Two k-point divisions along each axis leave the energy of ZnO about 0.2 eV per atom too high and its pressure more than 1 GPa too high. Seven divisions in the plane and four along the long axis bring these errors down to a fraction of a meV per atom and about a hundredth of a GPa. The sweep value gives the divisions along the three cell axes. Every error below is relative to the densest mesh, 15,15,9, in the same PBE calculation. The energies are those extrapolated to zero smearing; with every band either full or empty they agree with the free energies.

VASP 6.6.1 calculations of ZnO (P6_3mc, 4-atom cell) at fixed geometry, with the PBE functional, recommended PAW potentials, a 520 eV plane-wave cutoff and Gaussian smearing of 0.02 eV, without spin polarisation. The sweep value is the k-point mesh; energies are extrapolated to zero smearing and counted from the 15,15,9 mesh, and gaps are taken on each mesh.

```csv
sweep value,energy less tightest (meV/atom),pressure (GPa),gap (eV)
"2,2,2",193.19,7.300,0.684
"3,3,2",30.84,6.188,0.762
"4,4,3",6.04,5.983,0.782
"5,5,3",1.95,5.940,0.787
"7,7,4",0.28,5.969,0.789
"8,8,5",0.11,5.975,0.790
"11,11,6",0.02,5.978,0.790
"13,13,7",0.01,5.973,0.790
"15,15,9",0.00,5.981,0.790
```

**(a) What sets the pace at which the energy converges, and does any mesh fall out of line?**

*Solution.* The energy requires an average over all wavevectors $\mathbf k$, which the mesh replaces by a finite sum. Write the quantity to be averaged as a Fourier series over lattice vectors,

$$f(\mathbf k)=\sum_{\mathbf R} f_{\mathbf R}\,e^{i\mathbf k\cdot\mathbf R}.$$

The exact average keeps only the term $\mathbf R=0$. A mesh of $N_1\times N_2\times N_3$ points can't tell that term from those whose $\mathbf R$ is a repeat vector of an equally large supercell, so these terms are the error.

What counts is therefore the number of divisions times the cell edge. In this hexagonal cell the nearest repeat vectors are six in the plane and two along the long axis. A long edge needs fewer divisions than a short one for the same repeat distance, which is why the third number of a mesh can be smaller than the other two.

In an insulator the bands stay filled at every $\mathbf k$, so $f(\mathbf k)$ is smooth and its distant Fourier terms must finally die away exponentially. Before that, theory allows a slower decay. Where the gap is narrow, the bands bend sharply near their edges, and a sharp bend needs Fourier terms of long range. PBE makes the gap of ZnO only 0.79 eV, against more than 3 eV in experiment, so this slow part should be exaggerated here.

Two decay laws, each with two adjustable constants, were fitted to the six coarsest meshes, 2,2,2 to 8,8,5. A power law in the repeat distance follows their energy errors to within about 20%, while a single exponential gives less than half the error of 2,2,2. This does not rule out exponential decay: for a narrow gap one expects an exponential multiplied by a power of the distance, a form not fitted here. The fitted power, 5.6, is therefore a summary of this range and not a material constant. It means that doubling all divisions cuts the error about fiftyfold.

The energy error falls at every step, and no mesh stands out from the power law. The printed analysis after this text lists both fits row by row.

**(b) Use the energy errors to predict the pressure errors, with 2,2,2 as the only calibration. Which meshes break the pattern?**

*Solution.* Pressure is minus the slope of energy against volume. At a fixed mesh the same relation links the errors, apart from small effects of the plane-wave basis:

$$\delta p=-\frac{\partial\,\delta E}{\partial V}.$$

Here $\delta E$ and $\delta p$ are the errors of energy and pressure, and $V$ is the volume. Suppose that a small expansion lowers the energy error by the same percentage on every mesh. If $\delta E$ varies as $V^{-g}$ with one constant $g$, then

$$\delta p=\frac{g\,\delta E}{V},$$

and the two errors are proportional.

The calibrating mesh has a pressure error of $7.300-5.981=1.319$ GPa. For 4,4,3, which took no part in the calibration, the estimate is

$$\delta p=1.319\ \text{GPa}\times\frac{6.04}{193.19}=0.041\ \text{GPa}.$$

The calculation gives only 0.002 GPa. This mesh looks far better than its energy error entitles it to be.

The proportional rule is not at fault from the start. For 3,3,2, also outside the calibration, it predicts 0.211 GPa and the calculation gives 0.207 GPa. The pattern holds while the errors are large and breaks at the next mesh.

At 5,5,3 the break is plainer still, because even the sign is wrong. The rule predicts an error of $+0.013$ GPa, and the computed one is $-0.041$ GPa. From 8,8,5 onward the pressures scatter over 0.008 GPa, so the gap between rule and result is nearly seven times that scatter. The runs don't show where that scatter comes from, and the comparison assumes it is no larger on the coarse meshes. The deviation at 7,7,4 has the same sign but is too close to the scatter to carry an argument.

**(c) Why does the finer mesh 5,5,3 give a worse pressure than 4,4,3, although its energy is better?**

*Solution.* At 5,5,3 the energy error is still positive, while the pressure error has become negative. Read through the relation in (b), this means that the energy error now grows when the crystal expands; the percentages that follow are inferred from the pressures, not from runs at a second volume. An expansion of one per cent lowers it by about 0.5% on the mesh 2,2,2 but raises it by about 1.6% on 5,5,3. Between these two meshes the pressure error has to pass through zero, and 4,4,3 happens to lie close to the crossing.

Theory offers a reason for the change of sign. Expansion weakens the overlap between neighbouring atoms and flattens the bands, which shrinks the Fourier terms of short range. It is also expected to narrow the gap of ZnO, which would let the terms of long range reach further and grow. A coarse mesh suffers mainly from the first kind; a finer mesh has removed most of those and is left with the second.

The numbers establish the change of sign, but they don't test this explanation, since all the runs share one volume. The negative part could instead come from the long axis, which has three divisions in both 4,4,3 and 5,5,3. Refining only the plane would then remove a positive error that had been hiding it. A run with 5,5,4 would help to decide, because it refines the long axis alone.

For practical work the size of the effect matters as much as its sign. Every mesh from 4,4,3 onward gives the pressure to within 0.05 GPa, which is enough for many purposes. But the close agreement of 4,4,3 is a cancellation, and it can't be taken as a sign that the pressure has converged to a few thousandths of a GPa. A pressure should be accepted only when the next finer meshes leave it in place.

The remaining 5.98 GPa is no mesh error: the cell is held smaller than PBE would choose, and a denser mesh won't remove that pressure.

The analysis program printed:

```
fit of es/es on 6 rows (err > 0.05): coefficient of (6/(La/10)**s + 2/(Lc/10)**s)/es 3.191 +/- 0.19, s 5.6; rms 0.12, worst 4,4,3 -0.182, leave-one-out rms 0.256
  rows outside the fit (model, value, miss): 11,11,6 1.307, 1, 0.307; 13,13,7 1.057, 1, 0.0572; 15,15,9 0.7623, 1, -0.238
fit of es/es on 6 rows (err > 0.05): coefficient of (6*exp(-La/s) + 2*exp(-Lc/s))/es 128.1 +/- 23, s 2.692; rms 0.343, worst 2,2,2 -0.616, leave-one-out rms 0.486
  rows outside the fit (model, value, miss): 11,11,6 0.1827, 1, -0.817; 13,13,7 0.04557, 1, -0.954; 15,15,9 0.003519, 1, -0.996
Energy errors in meV/atom and pressure errors in GPa:
      row  power-law energy error  exponential energy error  pressure error  proportional model      break
    2,2,2                   219.2                     74.12           1.319               1.319          0
    3,3,2                   27.19                     25.92           0.207              0.2106  -0.003559
    4,4,3                   4.939                     6.925           0.002             0.04124   -0.03924
    5,5,3                   1.791                     2.614          -0.041             0.01331   -0.05431
    7,7,4                  0.2972                    0.2764          -0.012            0.001912   -0.01391
    8,8,5                  0.1211                   0.06539          -0.006            0.000751  -0.006751
  11,11,6                 0.02613                  0.003654          -0.003           0.0001365  -0.003137
  13,13,7                 0.01057                 0.0004557          -0.008           6.827e-05  -0.008068
  15,15,9                0.003812                 1.759e-05               0                   0          0
Power law over computed energy error, smallest ratio in fitted rows: 0.8177
Power law over computed energy error, largest ratio in fitted rows: 1.134
Exponential over computed energy error, smallest ratio in fitted rows: 0.3837
Exponential over computed energy error, largest ratio in fitted rows: 1.34
Spread of pressure from 8,8,5 onward (GPa): 0.008
Percent fall of energy error per percent volume growth, 2,2,2: 0.5071
Percent fall of energy error per percent volume growth, 3,3,2: 0.4985
Percent fall of energy error per percent volume growth, 5,5,3 (negative means rise): -1.562
Pressure drop from 2,2,2 to 3,3,2, in-plane change only (GPa): 1.112
Pressure drop from 4,4,3 to 5,5,3, in-plane change only (GPa): 0.043
Size of the 5,5,3 pressure break over the dense-mesh spread: 6.789
Gap rise from 2,2,2 to 15,15,9 (eV): 0.106
```
